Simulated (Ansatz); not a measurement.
## Density of states of FeCo

```
CELL_PARAMETERS angstrom
2.85700 0.00000 0.00000
0.00000 2.85700 0.00000
0.00000 0.00000 2.85700
ATOMIC_POSITIONS crystal
Fe 0.50000 0.50000 0.50000
Co 0.00000 0.00000 0.00000
```

The geometry is COD entry 9004229, unchecked; take it as a test cell.

Other magnetic orders may lie lower; this is the state that the run reached.

The calculation used DFT, PBE, all-electron LAPW, scalar-relativistic (Ansatz 0.2.0).

The runs use a Γ-centred 11×11×11 k mesh, Fermi–Dirac smearing of 0.05 eV, basis error target 1 meV/atom, spin-polarised from start moments Fe1 3, Co2 2 μB, ending with a cell moment of 4.52 μB.

States per eV and cell, averaged over 0.4 eV, from -9.0 to 5.6 eV, with energies (bin centres) from the Fermi level; empty bins are left out. The partial columns, the largest 3 alone, are projections on Löwdin-orthogonalised atomic shells (those that the program's projection atoms carry: the occupied ones and, for some elements, an empty d or f shell; other empty shells have no column), summed over atoms of an element and both spins. Weights on diffuse s and p shells depend on that basis and aren't pure angular character.

| E (eV) | spin-up | spin-down | Co 3d | Fe 3d | Fe 4s |
| --- | --- | --- | --- | --- | --- |
| -8.9 | 0.02 | 0.01 | 0.00 | 0.00 | 0.01 |
| -8.5 | 0.05 | 0.04 | 0.00 | 0.00 | 0.04 |
| -8.1 | 0.07 | 0.06 | 0.00 | 0.00 | 0.07 |
| -7.7 | 0.09 | 0.08 | 0.00 | 0.00 | 0.08 |
| -7.3 | 0.11 | 0.10 | 0.00 | 0.00 | 0.10 |
| -6.9 | 0.14 | 0.12 | 0.01 | 0.01 | 0.12 |
| -6.5 | 0.18 | 0.14 | 0.01 | 0.02 | 0.14 |
| -6.1 | 0.24 | 0.16 | 0.03 | 0.04 | 0.16 |
| -5.7 | 0.49 | 0.19 | 0.10 | 0.14 | 0.20 |
| -5.3 | 0.97 | 0.25 | 0.33 | 0.41 | 0.21 |
| -4.9 | 1.98 | 0.31 | 0.82 | 0.93 | 0.26 |
| -4.5 | 1.16 | 0.35 | 0.60 | 0.60 | 0.15 |
| -4.1 | 2.42 | 0.59 | 1.24 | 1.45 | 0.14 |
| -3.7 | 2.20 | 0.80 | 1.32 | 1.32 | 0.16 |
| -3.3 | 3.08 | 1.18 | 1.95 | 1.85 | 0.16 |
| -2.9 | 1.15 | 0.92 | 0.95 | 0.90 | 0.06 |
| -2.5 | 1.46 | 1.52 | 1.64 | 1.17 | 0.02 |
| -2.1 | 4.67 | 2.69 | 4.20 | 2.95 | 0.03 |
| -1.7 | 3.00 | 2.78 | 2.86 | 2.53 | 0.09 |
| -1.3 | 1.72 | 1.91 | 1.98 | 1.30 | 0.09 |
| -0.9 | 1.17 | 0.76 | 1.09 | 0.64 | 0.05 |
| -0.5 | 0.29 | 0.16 | 0.17 | 0.17 | 0.03 |
| -0.1 | 0.27 | 0.69 | 0.28 | 0.55 | 0.05 |
| 0.3 | 0.30 | 2.61 | 1.01 | 1.69 | 0.07 |
| 0.7 | 0.32 | 3.67 | 2.01 | 1.73 | 0.07 |
| 1.1 | 0.29 | 2.55 | 0.94 | 1.61 | 0.07 |
| 1.5 | 0.28 | 1.96 | 0.53 | 1.43 | 0.07 |
| 1.9 | 0.26 | 0.33 | 0.13 | 0.20 | 0.07 |
| 2.3 | 0.25 | 0.48 | 0.10 | 0.27 | 0.11 |
| 2.7 | 0.23 | 0.40 | 0.08 | 0.19 | 0.10 |
| 3.1 | 0.21 | 0.36 | 0.07 | 0.14 | 0.09 |
| 3.5 | 0.19 | 0.32 | 0.06 | 0.10 | 0.07 |
| 3.9 | 0.18 | 0.28 | 0.04 | 0.07 | 0.06 |
| 4.3 | 0.15 | 0.26 | 0.03 | 0.06 | 0.05 |
| 4.7 | 0.12 | 0.23 | 0.03 | 0.04 | 0.04 |
| 5.1 | 0.08 | 0.20 | 0.02 | 0.03 | 0.03 |
| 5.5 | 0.06 | 0.16 | 0.01 | 0.02 | 0.02 |

Which of the resolved shells contributes most within 0.3 eV of the Fermi level?

Fe 3d, with 60 % of all states there; Co 3d follows with 29 %.

Where is the centre of the filled Co 3d states between -14 eV and the top of the filled states?

-2.57 eV from the Fermi level.
